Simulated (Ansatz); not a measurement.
# MgS (Fm-3m): zone-centre phonons and dielectric response

Perturbation theory with PBEsol in the PAW code Ansatz on the PBEsol cell, ground state and force constants on an 8×8×8 mesh. The values are computed, spin-unpolarised, and not measurements.

It is cubic, Fm-3m (No. 225); conventional cell a = 5.182 Å, 17.39 Å³ an atom. Around Mg lie 6 S at 2.59 Å; around S lie 6 Mg at 2.59 Å.

Space group Fm-3m (No. 225). a = 5.182 Å, b = 5.182 Å, c = 5.182 Å, α = 90.00°, β = 90.00°, γ = 90.00°

| atom | site | symmetry | x | y | z |
| --- | --- | --- | --- | --- | --- |
| Mg | 4a | m-3m | 0.0000 | 0.0000 | 0.0000 |
| S | 4b | m-3m | 0.5000 | 0.0000 | 0.0000 |

Optical modes without the longitudinal term:
```json
{"ω (cm⁻¹)": "243", "degeneracy": "3", "IR intensity, summed over the level ((D/Å)²/amu)": "26.73"}
```

The optical mode at Γ lies at 243 cm⁻¹ without the longitudinal term. With the long-range field the highest mode reaches 397 cm⁻¹.

The electronic dielectric tensor ε∞ is 5.53 in all directions. With the ions relaxed, ε⁰ is 14.8 in all directions. Born charges, averaged over directions: Mg +2.31, S -2.31 e.

With one polar mode in a cubic crystal the Lyddane-Sachs-Teller relation applies: (ω_LO/ω_TO)² = (397.1/242.7)² = 2.677, and ε⁰/ε∞ = 14.803/5.530 = 2.677. The refractive index √ε∞ is 2.35.

For comparison, on the r2SCAN cell the mean ε∞ is 4.90 with r2SCAN (ground state on 8×8×8; least gap 3.46 eV), 5.41 with PBE (ground state on 8×8×8; least gap 2.79 eV).
